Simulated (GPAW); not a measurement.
Crystal: Si2Ni.

```xyz
3
Lattice="0.0000 2.7030 2.7030 2.7030 0.0000 2.7030 2.7030 2.7030 0.0000" Properties=species:S:1:pos:R:3 pbc="T T T"
Ni    0.0000    0.0000    0.0000
Si    4.0545    4.0545    4.0545
Si    1.3515    1.3515    1.3515
```

- Program: GPAW 26.7.0
- Task: relaxation of cell and atoms
- Functional: RPBE
- Dispersion: D4
- Potentials or basis: the program's PAW data sets (release 1.2.1) made for this functional
- Cutoff: 600 eV
- Basis: pw
- k mesh: 9 × 9 × 9
- Occupations: fermi-dirac, width 0.05 eV
- Spin: collinear spin, ferromagnetic start
- Starting moments: [1.0, 0.0, 0.0] μB

At the start: pressure -3.2 GPa; volume 13.17 Å³/atom.

Q: Where does the relaxation end?

A: Over 5 steps the energy falls by 2.7 meV/atom and the volume is 12.88 Å³/atom (-2.2 %); space group Fm-3m (No. 225, to 0.05 Å); moment 0.00 μB per cell.

Step by step:
```csv
step,energy change (eV),largest force (eV/Å),pressure (GPa),volume (Å³)
1,0.0000,0.0000,-3.22,39.50
2,-0.0019,0.0000,-2.83,39.39
3,-0.0048,0.0000,-2.10,39.20
4,-0.0072,0.0000,-1.08,38.94
5,-0.0080,0.0000,0.10,38.64
```

Final structure:
```yaml
crystal:
  lattice:
    - [0.00000, 2.68339, 2.68339]
    - [2.68339, 0.00000, 2.68339]
    - [2.68339, 2.68339, 0.00000]
  atoms:
    - { symbol: Ni, position: [0.00000, 0.00000, 0.00000] }
    - { symbol: Si, position: [0.75000, 0.75000, 0.75000] }
    - { symbol: Si, position: [0.25000, 0.25000, 0.25000] }
```

Caveat: each step starts from the last one's moments, so a moment once lost doesn't come back; the stock nickel data set gives pressures a few GPa off other programs; later steps reuse the first step's grids; pairwise dispersion overbinds metals, which lowers pressure and volume.
